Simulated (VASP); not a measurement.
Write the native input for VASP 6.6.1 that does the following.

| Property | Result |
| --- | --- |
| Task | single point |
| Functional | PBE |
| Potentials or basis | VASP PAW PBE potentials, release 64 (Co, O) |
| Cutoff | 520 eV |
| k mesh | 7 × 7 × 7 |
| Occupations | gaussian, width 0.05 eV |
| Spin | collinear spin, ferromagnetic start |
| Starting moments | [2.0, 0.0] μB |
| Hubbard terms | Co d U = 6 eV |
| Further INCAR settings | ALGO = Normal; EDIFF = 1e-06; NBANDS = 18 |

The structure of CoO lies in POSCAR:

```
CoO
1.0
    2.5705263100      0.0000000000      0.0000000000
    0.0000000000      2.5705263100      0.0000000000
    0.0000000000      0.0000000000      2.5705263100
Co O
1 1
Direct
    0.0000000000      0.0000000000      0.0000000000
    0.5000000000      0.5000000000      0.5000000000
```

Measurements of this composition are mostly on another form, of space group No. 225.

The input as run:

INCAR

```
SYSTEM = CoO
PREC = Accurate ; ENCUT = 520
EDIFF = 1E-6 ; ISMEAR = 0
SIGMA = 0.05 ; LREAL = .False.
LASPH = .True. ; NELM = 100
ALGO = Normal ; ISIF = 2
LWAVE = .False. ; LCHARG = .True.
ISPIN = 2 ; MAGMOM = 2 0
LORBIT = 11 ; LMAXMIX = 4
LDAU = .True. ; LDAUTYPE = 2
LDAUL = 2 -1 ; LDAUU = 6 0
LDAUJ = 0 0 ; LDAUPRINT = 1
GGA = PE ; LELF = .True.
LVHAR = .True. ; NBANDS = 18
```

KPOINTS

```
regular mesh
0
Gamma
  7 7 7
  0 0 0
```

Potentials or basis: VASP PAW PBE potentials, release 64 (Co, O).

Launch:

```sh
$ cat potpaw_PBE.64/Co/POTCAR potpaw_PBE.64/O/POTCAR > POTCAR
$ mpirun -np 1 vasp_std > vasp.out
```

It gave:

| Property | Result |
| --- | --- |
| Pressure | 16.9 GPa |
| Band gap on the k mesh | 1.96 eV, indirect (least direct gap 2.94 eV) |
| Net moment | 3.00 μB per cell |
| Site moments | Co +2.79; O +0.20 μB |
| Valence electrons inside the program's atomic spheres | Co 7.87; O 5.03 |

Caveat: an odd mesh through Γ misses points on the zone boundary, where band edges often lie; a cell with one magnetic atom can't hold antiferromagnetic order, which such compounds often take.

It took 22 s on 1 thread of AMD EPYC 7R43 64-Core Processor (Zen 3) (shared host), peak memory 0.09 GiB.
